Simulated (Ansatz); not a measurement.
**Elastic constants of InSb: input and output**

All numbers below come from DFT PBE0, scalar-relativistic, plane waves, PAW in Ansatz 0.2.0.

Launched with:
```bash
ansatz run input.yaml --threads 4 --pin off --max-ram 12288MiB --backend cpu --events-out ev --progress --plain --runs-dir out
```

Input (bare energies are in eV):
```yaml
crystal:
  lattice:
    - [0.0, 3.0288, 3.0288]
    - [3.0288, 0.0, 3.0288]
    - [3.0288, 3.0288, 0.0]
  atoms:
    - { symbol: In, position: [0.0, 0.0, 0.0] }
    - { symbol: Sb, position: [0.5, 0.5, 0.5] }
basis:
  ecutwfc: 420
kpoints:
  mp_grid: { grid: [10, 10, 10] }
hamiltonian:
  xc: pbe0
scf:
  occupations: { method: fermi_dirac, width: 0.15 }
output:
  forces: true
  stress: true
  eigenvalues: true
elastic:
  mode: relaxed_ion
  amplitude: 0.005
```

From the output:
```
--- Elastic constants: 2 strain directions × 4 members + reference (group order 48) ---
  dense FFT box of the reference and of every strained cell: 30×30×30
  strains applied: 11, 23; error gains: componentwise 1.00 (the most a stress slope's error grows in a printed constant), spectral 1.73 (1 for all six strains in a standard setting)
  C = ∂σ_k/∂η_j (tension-positive GPa; Voigt order 11 22 33 23 13 12):
       129.406     22.055     22.055      0.000     -0.000     -0.000
        22.055    129.406     22.055      0.000      0.000     -0.000
        22.055     22.055    129.406      0.000     -0.000     -0.000
         0.000     -0.000     -0.000     10.968      0.000     -0.000
        -0.000      0.000      0.000     -0.000     10.968      0.000
         0.000      0.000      0.000     -0.000     -0.000     10.968
  reference stress σ⁰ (GPa):     -0.176     -0.176     -0.176      0.000     -0.000      0.000
  C* (energy form; C + prestress term) asymmetry max|C*_kj − C*_jk| = 7.105e-15 GPa — a small one proves nothing (zero by symmetry where the batch's group is 432, −43m or m−3m); a large one is finite-difference/SCF noise where every solve ...
  moduli (Voigt/Reuss/Hill, GPa): K = 57.84/57.84/57.84   G = 28.05/16.09/22.07   E = 58.74   ν = 0.331
  mechanically stable: yes (min eigenvalue of sym C = 10.97 GPa)
  strain η (Voigt 11):  stress-route row diagonal C_11 = 129.41 GPa, energy-path curvature d²(F+E_count+ΔE)/dδ²/Ω₀ = 129.49 GPa
    cells at ±δ against ±2δ: C21 22.10 and 22.23 GPa, apart by 0.10 % of the column's largest entry
         δ    σ_11 (GPa) F (eV) n_scf n_hpsi n_pw
    -1.000e-2      -1.5539      -12088.8808664      31  164795   1094   relax 0 steps, max|allowed force component| 6.36e-30 eV/Å
    -5.000e-3      -0.8444      -12088.8829373      31  164761   1098   relax 0 steps, max|allowed force component| 2.13e-29 eV/Å
     5.000e-3       0.4495      -12088.8835665      31  164814   1106   relax 0 steps, max|allowed force component| 4.93e-32 eV/Å
     1.000e-2       1.0330      -12088.8822687      31  164448   1112   relax 0 steps, max|allowed force component| 6.31e-30 eV/Å
  strain η (Voigt 23):  stress-route row diagonal C_44 = 10.97 GPa, energy-path curvature d²(F+E_count+ΔE)/dδ²/Ω₀ = 11.15 GPa
    cells at ±δ against ±2δ: C44 10.87 and 10.58 GPa, apart by 2.64 % of the column's largest entry
         δ    σ_23 (GPa) F (eV) n_scf n_hpsi n_pw
    -1.000e-2      -0.1058      -12088.8836264      30  268903   1106   relax 0 steps, max|allowed force component| 9.47e-30 eV/Å
    -5.000e-3      -0.0544      -12088.8837664      30  271789   1106   relax 0 steps, max|allowed force component| 1.24e-29 eV/Å
     5.000e-3       0.0544      -12088.8837664      30  271818   1106   relax 0 steps, max|allowed force component| 3.59e-29 eV/Å
     1.000e-2       0.1058      -12088.8836264      30  269055   1106   relax 0 steps, max|allowed force component| 6.71e-30 eV/Å
```

Time: 14 min on 4 threads of Intel(R) Xeon(R) 6975P-C (Granite Rapids), on a shared host, peak memory 8.8 GiB.

The cell is the ideal cubic rocksalt prototype; this isn't the usual structure of the compound. In a metal, frequencies and elastic constants depend on the k mesh and the smearing, soft modes and shear constants most. The constants from two strain amplitudes disagree, so they are only loosely converged.

The least eigenvalue is 11.0 GPa; in a metal on this mesh the verdict on stability isn't firm within about 20 GPa or a tenth of the bulk modulus.